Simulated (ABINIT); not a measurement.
## ABINIT run on CaF2 (Fm-3m, 3 atoms in the cell): self-consistent single point

Level of theory: PBE, PAW (JTH v2.0 PBE PAW) (plane waves; ABINIT).

The input file:

```
# CaF2, JTH v2.0 PBE PAW
pp_dirpath "./"
pseudos "Ca.GGA_PBE-JTH.xml, F.GGA_PBE-JTH.xml"
acell 7.3928685566 7.3928685566 7.3928685566
rprim
         0.0000000000    0.7071067812    0.7071067812
         0.7071067812    0.0000000000    0.7071067812
         0.7071067812    0.7071067812    0.0000000000
natom 3
ntypat 2
znucl 20 9
typat 1 2 2
xcart
         0.0000000000    0.0000000000    0.0000000000
         4.1494485000    4.1494485000    4.1494485000
         1.3831495000    1.3831495000    1.3831495000
      Angstrom
ecut 24 Ha
pawecutdg 48 Ha
pawxcdev 0
ixc 11
occopt 1
nband 16
kptopt 1
ngkpt 7 7 7
nshiftk 1
shiftk 0 0 0
nstep 60
tolvrs 1.0e-10
diemac 6
prtwf 0
prtden 0
prtvol 1
enunit 2
```

Output (repeated stretches shortened):

```
 Symmetries : space group Fm -3 m (#225); Bravais cF (face-center cubic)

 -outvars: echo values of preprocessed input variables --------
            acell      7.3928685566E+00  7.3928685566E+00  7.3928685566E+00 Bohr
           diemac      6.00000000E+00
             ecut      2.40000000E+01 Hartree
           enunit           2
              ixc          11
         kptrlatt        7    0    0      0    7    0      0    0    7
          kptrlen      5.17500799E+01
            natom           3
            nband          16
            ngfft          36      36      36
          ngfftdg          48      48      48
             nkpt          20
            nstep          60
             nsym          48
           ntypat           2
        pawecutdg      4.80000000E+01 Hartree
         pawxcdev           0
            rprim      0.0000000000E+00  7.0710678120E-01  7.0710678120E-01
                       7.0710678120E-01  0.0000000000E+00  7.0710678120E-01
                       7.0710678120E-01  7.0710678120E-01  0.0000000000E+00
          spgroup         225
           tolvrs      1.00000000E-10
            typat      1  2  2
           useylm           1
             xred      0.0000000000E+00  0.0000000000E+00  0.0000000000E+00
                       7.5000000000E-01  7.5000000000E-01  7.5000000000E-01
                       2.5000000000E-01  2.5000000000E-01  2.5000000000E-01
            znucl       20.00000    9.00000

== DATASET  1 ==================================================================

 Exchange-correlation functional for the present dataset will be:
  GGA: Perdew-Burke-Ernzerhof functional - ixc=11
 Citation for XC functional:
  J.P.Perdew, K.Burke, M.Ernzerhof, PRL 77, 3865 (1996)

 Real(R)+Recip(G) space primitive vectors, cartesian coordinates (Bohr,Bohr^-1):
 R(1)=  0.0000000  5.2275475  5.2275475  G(1)= -0.0956471  0.0956471  0.0956471
 R(2)=  5.2275475  0.0000000  5.2275475  G(2)=  0.0956471 -0.0956471  0.0956471
 R(3)=  5.2275475  5.2275475  0.0000000  G(3)=  0.0956471  0.0956471 -0.0956471
 Unit cell volume ucvol=  2.8570902E+02 bohr^3
 Angles (23,13,12)=  6.00000000E+01  6.00000000E+01  6.00000000E+01 degrees

 Coarse grid specifications (used for wave-functions):

 getcut: wavevector=  0.0000  0.0000  0.0000  ngfft=  36  36  36
         ecut(hartree)=     24.000   => boxcut(ratio)=   2.20810

 Fine grid specifications (used for densities):

 getcut: wavevector=  0.0000  0.0000  0.0000  ngfft=  48  48  48
         ecut(hartree)=     48.000   => boxcut(ratio)=   2.08182

   6.63721049E+02                                ecore*ucvol(ha*bohr**3)

_setup2: Arith. and geom. avg. npw (full set) are    1603.128    1603.114

--- !BeginCycle
solver: {iscf: 17, nstep: 60, nline: 4, wfoptalg: 10, }
tolerances: {tolvrs: 1.00E-10, }
...

     iter   Etot(hartree)      deltaE(h)  residm     nres2
 ETOT  1  -86.089067312172    -8.609E+01 1.149E-01 2.206E+01
 ETOT  2  -86.100817041879    -1.175E-02 1.145E-02 1.423E+01
 ETOT  3  -86.090212089665     1.060E-02 3.525E-03 7.391E-01
 ETOT  4  -86.091293444272    -1.081E-03 2.335E-03 3.049E-02
 ETOT  5  -86.091417228809    -1.238E-04 2.319E-03 4.683E-03
 ETOT  6  -86.091522710524    -1.055E-04 1.583E-03 3.024E-04
 ETOT  7  -86.091529621136    -6.911E-06 9.941E-04 3.630E-05
 ETOT  8  -86.091529984964    -3.638E-07 1.012E-03 3.231E-07
 ETOT  9  -86.091529995041    -1.008E-08 5.244E-04 5.717E-08
 ETOT 10  -86.091529995184    -1.437E-10 4.887E-04 2.030E-09
 ETOT 11  -86.091529995189    -4.590E-12 2.354E-04 9.372E-11

 At SCF step   11       nres2   =  9.37E-11 < tolvrs=  1.00E-10 =>converged.

 Cartesian components of stress tensor (hartree/bohr^3)
  sigma(1 1)=  4.35339554E-05  sigma(3 2)=  0.00000000E+00
  sigma(2 2)=  4.35339554E-05  sigma(3 1)=  0.00000000E+00
  sigma(3 3)=  4.35339554E-05  sigma(2 1)=  0.00000000E+00

 ----iterations are completed or convergence reached----

 reduced coordinates (array xred) for    3 atoms
       0.000000000000      0.000000000000      0.000000000000
       0.750000000000      0.750000000000      0.750000000000
       0.250000000000      0.250000000000      0.250000000000
 cartesian forces (eV/Angstrom) at end:
    1      0.00000000000000     0.00000000000000    -0.00000000000000
    2     -0.00000000000000     0.00000000000000     0.00000000000000
    3     -0.00000000000000    -0.00000000000000     0.00000000000000
 frms,max,avg= 1.6599737E-29 3.2763707E-29   0.000E+00  0.000E+00  0.000E+00 e/A
 length scales=  7.392868556600  7.392868556600  7.392868556600 bohr
              =  3.912137546254  3.912137546254  3.912137546254 angstroms
 Fermi (or HOMO) energy (hartree) =   0.01209   Average Vxc (hartree)=  -0.34315
 Eigenvalues (hartree) for nkpt=  20  k points:
 kpt#   1, nband= 16, wtk=  0.00292, kpt=  0.0000  0.0000  0.0000 (reduced coord)
  -1.31828   -0.71617   -0.69006   -0.61758   -0.61758   -0.61758   -0.05989   -0.05989
  -0.05989    0.00398    0.00398    0.00398    0.27266    0.34446    0.34446    0.41462
 prteigrs : prtvol=0 or 1, do not print more k-points.

 Fermi (or HOMO) energy (eV) =   0.32888   Average Vxc (eV)=  -9.33772
 Eigenvalues (   eV  ) for nkpt=  20  k points:
 kpt#   1, nband= 16, wtk=  0.00292, kpt=  0.0000  0.0000  0.0000 (reduced coord)
 -35.87220  -19.48805  -18.77754  -16.80518  -16.80518  -16.80518   -1.62971   -1.62971
  -1.62971    0.10822    0.10822    0.10822    7.41945    9.37324    9.37324   11.28249
 prteigrs : prtvol=0 or 1, do not print more k-points.

--- !EnergyTerms
comment             : Components of total free energy in Hartree
kinetic             :  2.96331407223501E+01
hartree             :  2.35210145170196E+01
xc                  : -1.14394260277770E+01
Ewald energy        : -5.92600348265819E+01
psp_core            :  2.32306646032211E+00
local_psp           : -7.50611131158091E+01
spherical_terms     :  4.19181985626668E+00
total_energy        : -8.60915324142095E+01
total_energy_eV     : -2.34266973561869E+03
...

-Cartesian components of stress tensor (GPa)         [Pressure= -1.2808E+00 GPa]
- sigma(1 1)=  1.28081297E+00  sigma(3 2)=  0.00000000E+00
- sigma(2 2)=  1.28081297E+00  sigma(3 1)=  0.00000000E+00
- sigma(3 3)=  1.28081297E+00  sigma(2 1)=  0.00000000E+00

 Calculation completed.
```

The run converged in 11 iterations.

The starting cell comes from a database of computed structures (which also holds hypothetical and non-ambient phases and stackings), without a prior relaxation at this level. Its lattice was rescaled by a random factor within 2.5 % of one.
